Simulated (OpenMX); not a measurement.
## Se under changes of volume

One of the cells (27.261 Å³/atom); the others are scaled copies at fixed shape and fractional positions:

```xyz
3
Lattice="4.3662 0.0000 0.0000 -2.1831 3.7812 0.0000 0.0000 0.0000 4.9536" Properties=species:S:1:pos:R:3 pbc="T T T"
Se    1.6910    2.9289    0.0000
Se   -0.4921    0.8523    3.3024
Se    0.9841    0.0000    1.6512
```

| Item | Value |
| --- | --- |
| Program | OpenMX 3.8.5 |
| Functional | PBE |
| Potentials or basis | OpenMX 2013 PBE set, Se7.0-s3p2d2f1, fixed grid of 40 × 40 × 50 points |
| k mesh | 7 × 7 × 7 |
| Occupations | fermi-dirac, width 0.05 eV |
| Spin | no spin polarisation |

```csv
volume (Å³/atom),energy over the lowest point (meV/atom),gap on the mesh (eV),largest force (eV/Å)
25.625,60.44,1.14,1.384
26.170,?,?,?
26.716,22.76,1.18,0.891
27.261,11.23,1.20,0.670
27.806,3.87,1.22,0.462
28.351,0.27,1.23,0.268
28.896,0.00,1.24,0.087
```

Task: What does the run at 26.170 Å³/atom give?

Result: Energy over the lowest point 38.98 meV/atom; gap on the mesh 1.17 eV; largest force 1.128 eV/Å.

Worked out: A Birch-Murnaghan fit of order 3 (a polynomial in V^(-2/3)) to the other rows has its minimum at 28.67 Å³/atom with B0 = V·E''(V) = 49 GPa and B' = 4.8 at fixed shape and positions, which overstates the stiffness. It gives 39.00 meV/atom at 26.170 Å³/atom, against the run's 38.98. A straight line through the other rows of the gap, of slope 0.851 eV per unit of ln V, gives 1.16 eV, against the run's 1.17.

Energies are extrapolated to zero smearing.

Caveats: an odd mesh through Γ misses points on the zone boundary, where band edges often lie; the basis of atomic orbitals isn't converged, which shifts pressures, moduli and gaps; forces of over 1 eV/Å show positions far from the minimum, so gaps and moduli don't describe the material at rest (some runs). Spin-orbit coupling on Se is left out.
